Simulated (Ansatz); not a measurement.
# A run on BAs

```yaml
crystal:
  lattice:
    - [0.0, 2.3885, 2.3885]
    - [2.3885, 0.0, 2.3885]
    - [2.3885, 2.3885, 0.0]
  atoms:
    - { symbol: B, position: [0.0, 0.0, 0.0] }
    - { symbol: As, position: [0.25, 0.25, 0.25] }
kpoints:
  mp_grid: { grid: [16, 16, 16] }
scf:
  max_iter: 100
hamiltonian:
  xc: pbe
  pseudopotentials: { kind: paw }
output:
  forces: true
  stress: true
  populations: true
  efg:
    quadrupole_moments_barn: { B: 0.04059, As: 0.311 }
    contact_densities: true
```

```sh
ansatz run input.yaml --threads 1 --pin off --max-ram 3072MiB --backend cpu --events-out ev --progress --plain --runs-dir out
```

**Question.** Does this calculation finish, and if not, why?

**Answer.** The input was rejected before any iteration. The input holds no occupation method. The program says:

```
Error: YAML parse error: `scf.occupations.method` is required: fixed only where the cell keeps a band gap throughout the run, explicit beside scf.occupations.values (under evaluate: without them), else a smearing such as fermi_dirac (scf.occupations.width is optional; its entry in the input reference gives the default)
```

Against a sound input the change was `scf.occupations`: {method: fermi_dirac, width: 0.02} → not typed; `scf.max_iter`: not typed → 100.
